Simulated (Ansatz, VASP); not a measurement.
# K (linear K chain): VASP beside Ansatz

Wanted: the spread between two codes on one cell, functional and k mesh. The structure shown is the end of the Ansatz relaxation below.

Calculated with Ansatz 0.2.0; plane waves, with VASP 6.6.1 beside it; single point at PBEsol.

## Step 1: The structure

The cell holds 1 atom: 1 K. Its edges and angles: a = 7.500 Å, b = 7.500 Å, c = 4.252 Å, α = 90.0°, β = 90.0°, γ = 90.0°. Vacuum lies along a and b. The structure's axis is c.

## Step 2: Ansatz: relaxation, PBEsol

Ansatz runs on its default PAW (the set named soft_2) files.

This run makes the geometry at which the two programs are then compared.

File input.yaml:

```yaml
crystal:
  lattice:
    - [7.5, 0.0, 0.0]
    - [0.0, 7.5, 0.0]
    - [0.0, 0.0, 3.7758]
  atoms:
    - { symbol: K, position: [0.5, 0.5, 0.0], spin: 0.5 }
magnetization:
  spin_polarized: true
kpoints:
  mp_grid: { grid: [1, 1, 22] }
scf:
  occupations: { method: fermi_dirac, width: 0.05 }
hamiltonian:
  xc: pbesol
relax:
  cell: { fix: [a, b, alpha, beta, gamma] }
  max_steps: 60
```

Command:

```bash
> ansatz run input.yaml --threads 4 --pin off --max-ram 8192MiB --backend cpu --events-out ev --progress --plain --runs-dir out
```

Numbers of over 12 decimals in the logs are rounded to 6 here.

The program printed:

```text
Engine: ansatz 0.2.0, x86_64-unknown-linux-gnu
Pseudopotentials: kind: paw
Pseudopotential: K, paw, valence charge 9, recommended cutoff 420 eV (normal), K.paw.azcp
Functional definition: PBEsol
  exchange = pbesol_x
  correlation = pbesol_c
Crystal: 1 atoms, lattice volume = 212.389 Å³
Basis set: ecut = 420 eV, 4149 PW (Γ), exchange–correlation on 108×108×54 points (8 copies of the dense FFT grid, shifted against one another)
Bands: 9, of which v1, the nominal top of the filled ones, is band 5 counted from 1 (4 counted from 0)
Symmetry: 16 space group operations
Space group: P4/mmm (ITA 123), of the structure as read, at distance tolerance 6.0e-5 Å
Magnetic group: BNS 123.339 (UNI 999), of the structure as read, at distance tolerance 6.0e-5 Å
k-points: 12 of 22
Non-local potential: K, projectors of the file, l = 0: 3, l = 1: 2, l = 2: 2
PAW form: soft (Blöchl's): semilocal exchange-correlation on the pseudo side does not see the compensation charge
PAW frozen core: K, regenerated for the run's functional, and the local potential with it (the file was generated under x = pbe(κ = 0.804, μ = 0.219515), c = pbe(β = 0.066725))
PAW one-centre angular grid: K, 110 points (default); XC on 64 Gauss nodes
Initial density: superposition of atomic densities (neutral atoms: chi_scale 0, normalization atom)
Starting moments: Σ|m| = 0.5 μB on 1 of 1 site
Initial wavefunctions: pseudopotential atomic-orbital guess
Functional: x = pbesol(κ = 0.804, μ = 0.123457), c = pbesol(β = 0.046)
iter 1 solved again at ethr=3.23e-4 eV; its pass at ethr=3.10e-3 eV (dr2=2.91e-2 eV) is discarded
SCF iter   1: F=—  HF=-1515.675495 eV  |F-HF|=—  |Δ(HF+E_count)|=         —  Δρ=8.34e-3 (↑8.34e-3 ↓6.29e-3)  dr2=2.84e-2  dr2_m=1.03e-1  M=0.019 μB ∫|m|=0.029 μB  β_m=0.30  ethr=3.23e-4  ⟨swp⟩=1.0  Hψ=2083  notcnv=0
preconditioner: auto → none  [insulator: Δε(μ)=0.188 eV  Ē_g=2.927 eV  σ=0.050 eV  W_gap=0.73  n_scr=8 (ndim 8)  ℏωp=2.5 eV  f_vac=0.389  D(μ)=0.53/eV (n_scr^D=0)  ε∞_Penn≈1.8]
SCF iter   2: F=—  HF=-1515.699498 eV  |F-HF|=—  |Δ(HF+E_count)|=   2.40e-2  Δρ=5.64e-3 (↑5.64e-3 ↓4.77e-3)  dr2=1.01e-2  dr2_m=5.23e-2  M=0.013 μB ∫|m|=0.021 μB  β_m=0.30  ethr=3.15e-4  ⟨swp⟩=2.6  Hψ=365  notcnv=0
SCF iter   3: F=—  HF=-1515.716060 eV  |F-HF|=—  |Δ(HF+E_count)|=   1.66e-2  Δρ=3.84e-3 (↑3.54e-3 ↓3.84e-3)  dr2=1.30e-3  dr2_m=2.64e-2  M=0.009 μB ∫|m|=0.016 μB  β_m=0.30  ethr=1.12e-4  ⟨swp⟩=2.9  Hψ=438  notcnv=0
SCF iter   4: F=—  HF=-1515.723734 eV  |F-HF|=—  |Δ(HF+E_count)|=   7.67e-3  Δρ=2.63e-3 (↑2.63e-3 ↓2.61e-3)  dr2=2.80e-5  dr2_m=1.34e-2  M=0.007 μB ∫|m|=0.012 μB  β_m=0.30  ethr=1.45e-5  ⟨swp⟩=2.7  Hψ=374  notcnv=0
SCF iter   5: F=—  HF=-1515.727020 eV  |F-HF|=—  |Δ(HF+E_count)|=   3.29e-3  Δρ=1.88e-3 (↑1.88e-3 ↓1.86e-3)  dr2=1.20e-5  dr2_m=6.78e-3  M=0.005 μB ∫|m|=0.009 μB  β_m=0.30  ethr=3.11e-7  ⟨swp⟩=2.0  Hψ=326  notcnv=0
SCF iter   6: F=—  HF=-1515.728675 eV  |F-HF|=—  |Δ(HF+E_count)|=   1.66e-3  Δρ=1.33e-3 (↑1.33e-3 ↓1.33e-3)  dr2=4.34e-7  dr2_m=3.44e-3  M=0.004 μB ∫|m|=0.007 μB  β_m=0.30  ethr=1.33e-7  ⟨swp⟩=2.0  Hψ=328  notcnv=0
Mixer restart at iter 6: flushing history
spin-set hold released at iteration 6 (site moments contracting): the magnetisation degrees of freedom join the quasi-Newton model from the next iteration; the mixer history was flushed
SCF iter   7: F=—  HF=-1515.729502 eV  |F-HF|=—  |Δ(HF+E_count)|=   8.27e-4  Δρ=9.49e-4 (↑9.49e-4 ↓9.49e-4)  dr2=2.31e-7  dr2_m=1.75e-3  M=0.003 μB ∫|m|=0.005 μB  β_m=0.65  ethr=4.83e-9  ⟨swp⟩=3.0  Hψ=404  notcnv=0
SCF iter   8: F=—  HF=-1515.730349 eV  |F-HF|=—  |Δ(HF+E_count)|=   8.47e-4  Δρ=1.42e-5 (↑1.42e-5 ↓1.40e-5)  dr2=2.49e-9  dr2_m=3.86e-7  M=0.000 μB ∫|m|=0.001 μB  β_m=0.82  ethr=2.56e-9  ⟨swp⟩=3.0  Hψ=437  notcnv=0
SCF iter   9: F=—  HF=-1515.730324 eV  |F-HF|=—  |Δ(HF+E_count)|=   2.55e-5  Δρ=4.67e-6 (↑4.32e-6 ↓4.67e-6)  dr2=2.19e-9  dr2_m=3.93e-8  M=0.000 μB ∫|m|=0.000 μB  β_m=0.91  ethr=2.77e-11  ⟨swp⟩=4.5  Hψ=587  notcnv=0
SCF iter  10: F=—  HF=-1515.730324 eV  |F-HF|=—  |Δ(HF+E_count)|=   2.75e-7  Δρ=8.43e-7 (↑8.43e-7 ↓6.52e-7)  dr2=1.32e-9  dr2_m=9.72e-10  M=0.000 μB ∫|m|=0.000 μB  β_m=0.91  ethr=2.43e-11  ⟨swp⟩=3.5  Hψ=544  notcnv=0
SCF iter  11: F=—  HF=-1515.730324 eV  |F-HF|=—  |Δ(HF+E_count)|=   1.31e-8  Δρ=3.75e-7 (↑3.64e-7 ↓3.75e-7)  dr2=1.68e-10  dr2_m=2.29e-10  M=0.000 μB ∫|m|=0.000 μB  β_m=0.95  ethr=1.47e-11  ⟨swp⟩=3.0  Hψ=483  notcnv=0
SCF iter  12: F=—  HF=-1515.730324 eV  |F-HF|=—  |Δ(HF+E_count)|=   3.66e-9  Δρ=1.61e-7 (↑1.31e-7 ↓1.61e-7)  dr2=4.51e-11  dr2_m=3.51e-11  M=0.000 μB ∫|m|=0.000 μB  β_m=0.86  ethr=1.87e-12  ⟨swp⟩=2.5  Hψ=434  notcnv=0
SCF iter  13: F=-1515.730324 eV  HF=-1515.730324 eV  |F-HF|=2.27e-13  |Δ(HF+E_count)|=  5.40e-10  Δρ=3.45e-8 (↑2.48e-8 ↓3.45e-8)  dr2=3.95e-12  dr2_m=1.62e-12  M=0.000 μB ∫|m|=0.000 μB  ethr=1.00e-12  ⟨swp⟩=2.5  Hψ=432  notcnv=0
[...]
SCF iter   3: F=—  HF=-1515.773729 eV  |F-HF|=—  |Δ(HF+E_count)|=   5.82e-6  Δρ=3.88e-6 (↑3.36e-6 ↓3.88e-6)  dr2=3.18e-8  dr2_m=2.08e-8  M=-0.000 μB ∫|m|=0.000 μB  β_m=0.62  ethr=4.00e-8  ⟨swp⟩=2.2  Hψ=327  notcnv=0
iter 4 did not close the SCF: its close was put off for a magnetic moment that had not settled (scf_convergence_deferred on its scf_iter line)
SCF iter   4: F=-1515.773729 eV  HF=-1515.773729 eV  |F-HF|=9.13e-9  |Δ(HF+E_count)|=   3.33e-8  Δρ=1.36e-6 (↑1.36e-6 ↓1.30e-6)  dr2=9.29e-10  dr2_m=3.64e-9  M=-0.000 μB ∫|m|=0.000 μB  β_m=0.81  ethr=1.30e-10  ⟨swp⟩=4.0  Hψ=616  notcnv=0
iter 5 did not close the SCF: its close was put off for a magnetic moment that had not settled (scf_convergence_deferred on its scf_iter line)
SCF iter   5: F=-1515.773729 eV  HF=-1515.773729 eV  |F-HF|=6.37e-10  |Δ(HF+E_count)|=   1.27e-8  Δρ=2.16e-7 (↑2.16e-7 ↓1.68e-7)  dr2=3.63e-11  dr2_m=6.72e-11  M=-0.000 μB ∫|m|=0.000 μB  β_m=0.90  ethr=1.03e-11  ⟨swp⟩=2.0  Hψ=686  notcnv=0
SCF iter   6: F=-1515.773729 eV  HF=-1515.773729 eV  |F-HF|=9.66e-11  |Δ(HF+E_count)|=  9.34e-10  Δρ=6.30e-8 (↑6.18e-8 ↓6.30e-8)  dr2=2.43e-13  dr2_m=8.41e-12  M=-0.000 μB ∫|m|=0.000 μB  ethr=1.00e-12  ⟨swp⟩=1.0  Hψ=646  notcnv=0
the starting moments were not kept: the SCF closed with an absolute magnetisation of 9.4e-6 μB, where they sum to 0.5 μB in size (1 site). That is at most 0.1 of that sum. Measured as dr2_m measures the in/out step, that magnetisation stands 3.8e-12 eV from none, at or under the dr2_threshold of 1.2e-8 eV: it is no larger than a step whose dr2_m would equal this threshold.
SCF 5 converged in 6 iterations: F = -1515.773729 eV  dr2 = 2.43e-13
relax step   5: F+E_penalty+E_count = -1515.77372864 eV  Δ(F+E_penalty+E_count) = -8.158e-4 eV  max|allowed force component| = 0.000e0 eV/Å  Δτ_max = 0.0000 Å  P = -0.335 GPa  Ω = 238.006 Å³  energy of the carried Pulay correction = -6.515e-6 eV  fix = [a, b, alpha, beta, gamma]  reactions: a -0.512, b -0.512 GPa  (6 SCF iters, dr2 threshold 1.17e-8 eV, accepted)
[...]
relax step   6: F+E_penalty+E_count = -1515.77380138 eV  Δ(F+E_penalty+E_count) = -7.274e-5 eV  max|allowed force component| = 0.000e0 eV/Å  Δτ_max = 0.0000 Å  P = -0.340 GPa  Ω = 239.177 Å³  energy of the carried Pulay correction = -6.809e-6 eV  fix = [a, b, alpha, beta, gamma]  reactions: a -0.510, b -0.510 GPa  (6 SCF iters, accepted)
[...]
relax step   7: F+E_penalty+E_count = -1515.77404333 eV  Δ(F+E_penalty+E_count) = -2.419e-4 eV  max|allowed force component| = 0.000e0 eV/Å  Δτ_max = 0.0000 Å  P = -0.337 GPa  Ω = 239.177 Å³  fix = [a, b, alpha, beta, gamma]  reactions: a -0.509, b -0.509 GPa  stress off target by 7.23e-3 GPa on what of the cell is left free  SCF on the basis re-selected at this cell (its energy is not comparable with the rows above)  (5 SCF iters)
basis re-selected at this cell: Δ(F+E_penalty+E_count) = -2.419e-4 eV, ΔP = +0.003 GPa vs the last step (what re-selecting the basis moved, of the pressure what is left beyond the Pulay correction that the steps carried, after the strain that the cell walked since its last selection, with what the two solves' SCF thresholds leave and, on support functions, any second-order correction that the steps lacked; it is no measure of the basis error at this ecutwfc). The dense FFT grid was sized anew with the basis: this SCF ran on 54×54×30 points, the steps before it on 54×54×27, so part of this shift can come from that change (see relax.cell in the input reference). [rest of the remark cut]
SCF converged after 5 iterations
Magnetization: -0.0000 μB (4.5000 up, 4.5000 down)
Absolute magnetization: 0.0000 μB (∫|ρ↑−ρ↓|, with the PAW one-centre terms)
Spin contamination: 0.0000 ħ² per cell (⟨S²⟩ above its minimum at these occupations)
Per-site moments (μB) at R_I (Å): [(-7.54180135782122e-8, 1.753967)]
Free energy (F): -1515.774043 eV
Harris-Foulkes:  -1515.774043 eV  (|F-HF|=1.14e-12)
Internal energy: -1515.767448 eV  (E = F + TS)
E sigma→0 (E₀):  -1515.770746 eV
Entropy (-TS):   -0.006595 eV (-6.595 meV/atom)
Fermi energy:    -1.475663 eV
--- Per-component energies (eV) ---
  E_band       = -174.331607
  E_kinetic    = 250.609062
  E_local      = -1054.870987  (includes V_loc(G=0)·N_el)
  E_nonlocal   = 13.861496
  E_hartree    = 402.933836
  E_xc         = -131.013368
  E_vxc        = -160.408100  (∫ρ·V_xc dr)
  E_paw        = -761.787801  (= ΣΔE_a)
  E_vpaw       = -29.390780  (= ΣTr[D̂ρ^β])
  E_aug_tail   = -0.000003  (compensation charges beyond the density's cutoff)
  E_ewald      = -235.607568
  E_core_change = 0.107885  (= ΣΔE_core)
  E_smearing   = -0.006595  (= −TS)
  E_closure    = 0.000000  (closes the sum)
  Σ components = -1515.774043   (vs F -1515.774043, Δ=0.00e0)
--- Forces (eV/Å), atoms counted from 1 ---
  atom   1  K      0.00000000     0.00000000     0.00000000
  max |Σ_I F_I| component: 0.00e0 eV/Å
--- Stress (GPa, compression-positive) ---
       -0.509265       0.000000       0.000000
        0.000000      -0.509265       0.000000
        0.000000       0.000000       0.007233
  P = ⅓ Tr σ = -0.3371 GPa (-3.371 kbar)
--- Relaxed structure (6 steps of the walk, 6 accepted, 1 SCFs on fresh bases) ---
  F+E_penalty+E_count = -1515.77404333 eV   max|allowed force component| = 0.000e0 eV/Å   (the final SCF, on the basis selected at the relaxed cell)
  cell:  # Å, volume = 239.1774 Å³
    - [7.5, 0.0, 0.0]
    - [0.0, 7.5, 0.0]
    - [0.0, 0.0, 4.252042]
  atoms:
    - { symbol: K, position: [0.5, 0.5, 0.0] }
```

In the SCF lines HF is the Harris–Foulkes energy and dr2 the Hartree energy of the density residual, in eV; the loop may stop once dr2 is under the threshold and the program's other checks hold. Hψ counts applications of the Hamiltonian.

## Step 3: VASP: single point, PBEsol

The same cell, functional, mesh and smearing now go to VASP, with its own data sets.

Lines of VASP's logs that name or quote its potential files are left out, and so is its time.

File INCAR:

```
SYSTEM = K
PREC = Accurate
ENCUT = 500
EDIFF = 1E-06
NELM = 200
ISMEAR = -1
SIGMA = 0.05
LREAL = .FALSE.
ALGO = Normal
GGA = PS
NBANDS = 11
ISPIN = 2
MAGMOM = -0
LORBIT = 11
LWAVE = .FALSE.
LCHARG = .FALSE.
ISIF = 2
LASPH = .TRUE.
GGA_COMPAT = .FALSE.
```

File POSCAR:

```
K
1.0
    7.5000000000      0.0000000000      0.0000000000
    0.0000000000      7.5000000000      0.0000000000
    0.0000000000      0.0000000000      4.2520421581
K
1
Direct
    0.5000000000      0.5000000000      0.0000000000
```

File KPOINTS:

```
Automatic mesh
0
Gamma
1 1 22
0 0 0
```

Potentials, in the order of the species: K_sv (PBE family, release 64).

Command:

```bash
> mpirun -np 1 vasp_std
```

The program printed:

```text
[banner, memory and clock lines left out]
running    1 mpi-ranks, on    1 nodes
 distrk:  each k-point on    1 cores,    1 groups
 distr:  one band on    1 cores,    1 groups

 POSCAR found type information on POSCAR K
 POSCAR found :  1 types and       1 ions
|                                                                             |
|               ----> ADVICE to this user running VASP <----                  |
|                                                                             |
|     You enforced a specific xc type in the INCAR file but a different       |
|     [... a line on the potential file left out ...]
|     I HOPE YOU KNOW WHAT YOU ARE DOING!                                     |
|                                                                             |

 LDA part: xc-table for (Slater+PW92), standard interpolation
 POSCAR, INCAR and KPOINTS ok, starting setup
 FFT: planning ... GRIDC
 FFT: planning ... GRID_SOFT
 FFT: planning ... GRID
 WAVECAR not read
 entering main loop
       N       E                     dE             d eps       ncg     rms          rms(c)
DAV:   1     0.486261504832E+02    0.48626E+02   -0.31761E+03   576   0.480E+02
DAV:   2     0.310566207573E+01   -0.45520E+02   -0.45011E+02   576   0.136E+02
DAV:   3    -0.615091234583E+00   -0.37208E+01   -0.36994E+01   949   0.323E+01
DAV:   4    -0.866605941672E+00   -0.25151E+00   -0.24885E+00   745   0.542E+00
DAV:   5    -0.868801348415E+00   -0.21954E-02   -0.21914E-02   819   0.588E-01    0.523E-01
DAV:   6    -0.872607391305E+00   -0.38060E-02   -0.25015E-03   703   0.303E-01    0.366E-01
DAV:   7    -0.878045254707E+00   -0.54379E-02   -0.59350E-03   668   0.396E-01    0.983E-02
DAV:   8    -0.879191709030E+00   -0.11465E-02   -0.58388E-04   711   0.186E-01    0.466E-02
DAV:   9    -0.879715323243E+00   -0.52361E-03   -0.18571E-04   659   0.525E-02    0.317E-02
DAV:  10    -0.879973919489E+00   -0.25860E-03   -0.17272E-04   689   0.450E-02    0.130E-02
DAV:  11    -0.880004538799E+00   -0.30619E-04   -0.19197E-05   751   0.157E-02    0.737E-03
DAV:  12    -0.880039082787E+00   -0.34544E-04   -0.23223E-05   654   0.106E-02    0.456E-03
DAV:  13    -0.880044540079E+00   -0.54573E-05   -0.84716E-06   699   0.877E-03    0.198E-03
DAV:  14    -0.880045008334E+00   -0.46826E-06   -0.59815E-07   656   0.234E-03
   1 F= -.88004501E+00 E0= -.87675009E+00  d E =-.658983E-02  mag=     0.0000
```

OUTCAR, selected parts (step 3):

```text
ion  position               nearest neighbor table
   1  0.500  0.500  0.000-

  LATTYP: Found a simple tetragonal cell.
 ALAT       =     7.5000000000
 C/A-ratio  =     0.5669389544

 Subroutine GETGRP returns: Found 16 space group operations
 (whereof 16 operations were pure point group operations)

The static configuration has the point symmetry D_4h.

 Found     12 irreducible k-points:

   k-points           NKPTS =     12   k-points in BZ     NKDIM =     12   number of bands    NBANDS=     11

   dimension x,y,z NGX =    56 NGY =   56 NGZ =   32
   dimension x,y,z NGXF=   112 NGYF=  112 NGZF=   64

   ENCUT  =  500.0 eV  36.75 Ry    6.06 a.u.  13.67 13.67  7.75*2*pi/ulx,y,z

   NELECT =       9.0000    total number of electrons

 k-points in reciprocal lattice and weights: Automatic mesh
   0.00000000  0.00000000  0.00000000       0.045
   0.00000000  0.00000000  0.04545455       0.091
   0.00000000  0.00000000  0.09090909       0.091
   0.00000000  0.00000000  0.13636364       0.091
   0.00000000  0.00000000  0.18181818       0.091
   0.00000000  0.00000000  0.22727273       0.091
   0.00000000  0.00000000  0.27272727       0.091
   0.00000000  0.00000000  0.31818182       0.091
   0.00000000  0.00000000  0.36363636       0.091
   0.00000000  0.00000000  0.40909091       0.091
   0.00000000  0.00000000  0.45454545       0.091
   0.00000000  0.00000000  0.50000000       0.045

 average (electrostatic) potential at core
       1 -41.7210

 E-fermi :  -2.0539

 spin component 1
 k-point     1 :       0.0000    0.0000    0.0000
  band No.  band energies     occupation
      1     -34.4892      1.00000
      2     -18.0176      1.00000
      3     -18.0176      1.00000
      4     -17.9755      1.00000
      5      -2.6535      0.99999
      6       0.1253      0.00000
      7       0.2305      0.00000
      8       0.2305      0.00000
      9       0.2522      0.00000
     10       1.6415      0.00000
    ...

 k-point     2 :       0.0000    0.0000    0.0455
  band No.  band energies     occupation
      1     -34.4891      1.00000
      2     -18.0174      1.00000
      3     -18.0174      1.00000
      4     -17.9774      1.00000
      5      -2.6333      0.99999
      6       0.1462      0.00000
      7       0.2402      0.00000
      8       0.2402      0.00000
      9       0.2682      0.00000
     10       1.6541      0.00000
    ...

 k-point     3 :       0.0000    0.0000    0.0909
  band No.  band energies     occupation
      1     -34.4888      1.00000
      2     -18.0168      1.00000
      3     -18.0168      1.00000
      4     -17.9829      1.00000
      5      -2.5728      0.99997
      6       0.2083      0.00000
      7       0.2690      0.00000
      8       0.2690      0.00000
      9       0.3164      0.00000
     10       1.6917      0.00000
    ...

 k-point     4 :       0.0000    0.0000    0.1364
  band No.  band energies     occupation
      1     -34.4883      1.00000
      2     -18.0159      1.00000
      3     -18.0159      1.00000
      4     -17.9916      1.00000
      5      -2.4728      0.99977
      6       0.3091      0.00000
      7       0.3157      0.00000
      8       0.3157      0.00000
      9       0.3964      0.00000
     10       1.7533      0.00000
    ...

 k-point     5 :       0.0000    0.0000    0.1818
  band No.  band energies     occupation
      1     -34.4878      1.00000
      2     -18.0148      1.00000
      3     -18.0148      1.00000
      4     -18.0027      1.00000
      5      -2.3345      0.99636
      6       0.3781      0.00000
      7       0.3781      0.00000
      8       0.4427      0.00000
      9       0.5077      0.00000
     10       1.8372      0.00000
    ...

 k-point     6 :       0.0000    0.0000    0.2273
  band No.  band energies     occupation
      1     -34.4871      1.00000
      2     -18.0153      1.00000
      3     -18.0135      1.00000
      4     -18.0135      1.00000
      5      -2.1596      0.89209
      6       0.4530      0.00000
      7       0.4530      0.00000
      8       0.5957      0.00000
      9       0.6495      0.00000
     10       1.9405      0.00000
    ...

  Total       -0.7641729     -0.7641729      0.0070538      0.0000000      0.0000000      0.0000000
  in kB       -5.1189643     -5.1189643      0.0472513      0.0000000      0.0000000      0.0000000
  external PRESSURE =      -3.3968924 kB  Pullay stress =       0.0000000 kB

  energy-cutoff  :      500.00
  volume of cell :      239.18
      direct lattice vectors                 reciprocal lattice vectors
     7.500000000  0.000000000  0.000000000     0.133333333  0.000000000  0.000000000
     0.000000000  7.500000000  0.000000000     0.000000000  0.133333333  0.000000000
     0.000000000  0.000000000  4.252042158     0.000000000  0.000000000  0.235181111

 POSITION                                       TOTAL-FORCE (eV/Angst)
 -----------------------------------------------------------------------------------
      3.75000      3.75000      0.00000         0.000000      0.000000      0.000000
 -----------------------------------------------------------------------------------
    total drift:                                0.000000      0.000000      0.000000

  FREE ENERGIE OF THE ION-ELECTRON SYSTEM (eV)
  ---------------------------------------------------
  free  energy   TOTEN  =        -0.8800450083 eV

  energy  without entropy=       -0.8734551754  energy(sigma->0) =       -0.87675009

 total charge
# of ion       s       p       d       tot
------------------------------------------
    1        1.982   5.536   0.002   7.519

 magnetization (x)
# of ion       s       p       d       tot
------------------------------------------
    1       -0.000   0.000   0.000   0.000

[... 5 further parts left out ...]
```

This run allows spin, but its moments start at zero, where symmetry between the spins tends to hold them. Its electron count is odd, so without a moment it is a metal by construction.

## Step 4: Comparison

Known differences besides the potentials themselves: the cutoff is 420 eV in Ansatz and 500 eV in VASP; Ansatz makes its cores anew for this functional, VASP keeps those of its PBE data sets; Ansatz's pressure holds a Pulay correction, VASP's none. Total energies have different zeros and are not compared.

Compared:

| quantity | Ansatz | VASP | difference |
| --- | --- | --- | --- |
| pressure (GPa) | -0.34 | -0.34 | 0.00 |

## Step 5: Results

- difference in pressure (single point, PBEsol): 0.0026 GPa

**Reading.** The difference in pressure is 0.0026 GPa (single point, PBEsol), within the 1 GPa picked in this series as the mark of a large difference. Such differences can come from data sets, numerical settings and the points named under the comparisons, not from the functional's error against experiment.

[Lines on the potential files, build, host, timing and source positions are cut from VASP's logs without a mark.]

[Logs are printed without paths, hosts, clocks, repeated set-up lines and the standing remarks that a program may print on its own settings, such as how far it seeks lower states.]

[Hosts, paths, dates, database ids (printed as entryN), source tags and the programs' standing remarks are cut or masked in the printed files.]
